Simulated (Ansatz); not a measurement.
**KI: how the settings move a single-point run**

How sensitive is a single-point run of KI to its settings? A reference run comes first, then three runs with altered input.

Computed with Ansatz 0.2.0 (reference: DFT, HSE06, plane waves, PAW, unless a step's input says otherwise).

1 further run of the same task is left out (it didn't finish). Runs told in other sessions of the task aren't counted.

## Step 1: The starting structure

The structure is cubic, space group Pm-3m (No. 221). The conventional cell has a = 4.291 Å, b = 4.291 Å, c = 4.291 Å, α = 90.00°, β = 90.00°, γ = 90.00°. K (site symmetry m-3m) is surrounded by 8 I at 3.72 Å. Around I (site symmetry m-3m) lie 8 K at 3.72 Å.

Structure file:

```cif
data_structure
_symmetry_space_group_name_H-M 'Pm-3m'
_symmetry_Int_Tables_number 221
_cell_length_a 4.2911
_cell_length_b 4.2911
_cell_length_c 4.2911
_cell_angle_alpha 90.000
_cell_angle_beta 90.000
_cell_angle_gamma 90.000
_cell_volume 79.01
loop_
_atom_site_label
_atom_site_type_symbol
_atom_site_symmetry_multiplicity
_atom_site_Wyckoff_symbol
_atom_site_fract_x
_atom_site_fract_y
_atom_site_fract_z
_atom_site_occupancy
K1 K 1 a 0.00000 0.00000 0.00000 1
I1 I 1 b 0.50000 0.50000 0.50000 1
```

## Step 2: Baseline

Input file input.yaml:

```yaml
crystal:
  lattice:
    - [4.2910851346, 0.0, 0.0]
    - [0.0, 4.2910851346, 0.0]
    - [0.0, 0.0, 4.2910851346]
  atoms:
    - { symbol: K, position: [0.0, 0.0, 0.0] }
    - { symbol: I, position: [0.5, 0.5, 0.5] }
kpoints:
  mp_grid: { grid: [4, 4, 4] }
hamiltonian:
  xc: hse06
scf:
  occupations: { method: fixed }
  n_extra_bands: 4
output:
  forces: true
  stress: true
  eigenvalues: true
```

On the command line:

```
> ansatz run input.yaml --threads 4 --pin off --max-ram 4608MiB --backend cpu --events-out ev --progress --plain --runs-dir out
```

## Step 3: Changing settings: xc r2scan

Changes to input.yaml since step 2:

```diff
@@ -11,3 +11,3 @@
 hamiltonian:
-  xc: hse06
+  xc: r2scan
 scf:
```

## Step 4: Variant: singularity wigner_seitz

Changes to input.yaml since step 2:

```diff
@@ -15,2 +15,3 @@
   n_extra_bands: 4
+  exx: { singularity: wigner_seitz }
 output:
```

## Step 5: Changing settings: occupations.method methfessel_paxton, occupations.width 0.2

Changes to input.yaml since step 2:

```diff
@@ -13,3 +13,3 @@
 scf:
-  occupations: { method: fixed }
+  occupations: { method: methfessel_paxton, width: 0.2 }
   n_extra_bands: 4
```

**Question.** What will these runs give? Wanted: for each run, ending; energy change; pressure; gap; force.

As calculated:

```tsv
run	ending	energy change	pressure (GPa)	gap (eV)	force (eV/Å)	cycles	time
reference	converged	0	0.3	4.31	0.00	10	15 s
1: xc r2scan	converged	not comparable	0.1	4.04	0.00	6	1.7 s
2: singularity wigner_seitz	converged	-	0.3	4.31	0.00	10	15 s
3: occupations.method methfessel_paxton, occupations.width 0.2	converged	0.0 meV/atom (σ→0)	0.3	4.31	0.00	10	15 s
```

Residual by cycle in the longest SCF loop of each run; runs are numbered as in the table. The quantity is the density residual dr2, in eV.

```tsv
cycle	reference	run 1	run 2	run 3
1	0.00239	0.00333	0.00239	0.00239
2	4.7e-4	7.0e-4	4.7e-4	4.8e-4
3	8.1e-5	3.9e-5	8.1e-5	7.9e-5
4	4.6e-6	1.3e-5	4.6e-6	4.6e-6
5	5.1e-7	1.0e-6	5.1e-7	5.3e-7
6	-	3.6e-8	-	-
```

What this shows: «occupations.method methfessel_paxton, occupations.width 0.2» leaves the energy as it was. Of the variants the dearest is «occupations.method methfessel_paxton, occupations.width 0.2» (15 s), the cheapest «xc r2scan» (1.7 s), on a shared host. The gap of the reference lacks spin-orbit coupling, though the cell holds I.
